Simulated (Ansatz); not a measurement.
# PtSe2

Computed with Ansatz (plane waves, PAW, 420 eV cutoff): PBE with spin–orbit coupling, two-component spinors, Γ-centred 8×8×4 mesh, 0.05 eV Gaussian smearing. The datasets are Ansatz's generated set soft_2.

```
Pt Se
1.0
     3.74924    0.00000    0.00000
    -1.87462    3.24693    0.00000
     0.00000    0.00000    6.52903
Pt Se
1 2
Direct
  0.00000 0.00000 0.00000
  0.33333 0.66667 0.20064
  0.66667 0.33333 0.79936
```

The chain of runs began from a cell as deposited in COD, expanded in volume. Of that entry: the entry's cell lengths or inner coordinates differ somewhat from later room-temperature determinations. The relaxation kept the space group but changed the cell's proportions, one axis by 18 % at equal volume, so the results may not describe the measured structure. The database's entry of this formula in the relaxed cell's space group, P-3m1, has axes of 3.728 × 3.728 × 5.031 Å and 20.18 Å³/atom (1965), the relaxed one 3.749 × 3.749 × 6.529 Å and 26.49.

Which orbitals make up the states within about 0.6 eV of each band edge?

Valence edge: Se 4p 82 %, Pt 5d 18 %. Conduction edge: Se 4p 63 %, Pt 5d 34 %. Shares are among the projected shells; the gap is 0.86 eV.

Density of states (tetrahedra, averaged over 0.4 eV; states/eV per cell of 3 atoms; energy in eV from the Fermi level; projections on Löwdin-orthogonalised atomic orbitals, summed over sites):

| E | total | Se 4p | Pt 5d | Pt 6s | Se 4s |
| --- | --- | --- | --- | --- | --- |
| -6.45 | 1.4 | 0.7 | 0.4 | 0.2 | 0.0 |
| -6.05 | 3.5 | 1.4 | 1.7 | 0.2 | 0.1 |
| -5.65 | 5.3 | 2.0 | 3.1 | 0.1 | 0.1 |
| -5.25 | 3.1 | 1.5 | 1.3 | 0.2 | 0.2 |
| -4.85 | 1.5 | 0.7 | 0.7 | 0.1 | 0.0 |
| -4.45 | 4.2 | 1.8 | 2.2 | 0.1 | 0.1 |
| -4.05 | 2.9 | 1.1 | 1.6 | 0.0 | 0.1 |
| -3.65 | 2.9 | 0.7 | 2.1 | 0.0 | 0.0 |
| -3.25 | 1.3 | 0.3 | 0.9 | 0.0 | 0.0 |
| -2.85 | 4.4 | 1.4 | 2.7 | 0.2 | 0.1 |
| -2.45 | 1.9 | 0.9 | 0.9 | 0.1 | 0.1 |
| -2.05 | 3.4 | 2.1 | 1.2 | 0.0 | 0.0 |
| -1.65 | 2.7 | 1.7 | 0.8 | 0.0 | 0.0 |
| -1.25 | 3.0 | 2.1 | 0.8 | 0.0 | 0.0 |
| -0.85 | 2.2 | 1.8 | 0.4 | 0.0 | 0.0 |
| -0.45 | 1.0 | 0.9 | 0.1 | 0.0 | 0.0 |
| -0.05 | 0.0 | 0.0 | 0.0 | 0.0 | 0.0 |
| 0.35 | 0.0 | 0.0 | 0.0 | 0.0 | 0.0 |
| 0.75 | 1.6 | 0.9 | 0.5 | 0.0 | 0.1 |
| 1.15 | 2.8 | 1.7 | 0.9 | 0.0 | 0.1 |
| 1.55 | 4.1 | 2.7 | 1.2 | 0.0 | 0.1 |
| 1.95 | 1.5 | 1.0 | 0.4 | 0.0 | 0.0 |
| 2.35 | 0.0 | 0.0 | 0.0 | 0.0 | 0.0 |
| 2.75 | 0.0 | 0.0 | 0.0 | 0.0 | 0.0 |
| 3.15 | 0.0 | 0.0 | 0.0 | 0.0 | 0.0 |
| 3.55 | 0.0 | 0.0 | 0.0 | 0.0 | 0.0 |
| 3.95 | 0.4 | 0.1 | 0.0 | 0.1 | 0.0 |

Semilocal functionals underestimate band gaps, commonly by a third or more. The structure is built of weakly bound layers, and this functional has no dispersion term, so their spacing and all that hangs on it (volume, the soft elastic constants, low modes, dielectric constants) are poorly given.
